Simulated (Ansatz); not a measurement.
The calculation used DFT LDA, scalar-relativistic, plane waves, PAW in Ansatz. Cutoff 420 eV, Γ-centred k meshes of 216 to 1728 points, fixed occupations in insulators, in metals Fermi–Dirac smearing of 0.15 eV (Gaussian, 0.2 eV, where magnetic), no spin polarisation. Some cells are trial structures made by swapping elements. Spin–orbit coupling is left out. Each crystal stands at its own equilibrium volume, in the symmetry named.

Order these crystals by the static dielectric constant ε0 (a third of the trace), lowest first.
A. WS2 (R3m, 3 atoms in the cell, 17.1 Å³/atom, W next to 6 S)
B. LiF (Fm-3m, 2 atoms in the cell, 7.5 Å³/atom, Li next to 6 F)
C. AlGa3As4 (P-43m, 8 atoms in the cell, 22.1 Å³/atom, Al next to 4 As)

Answers

B (8.2), A (11.8), C (14.7).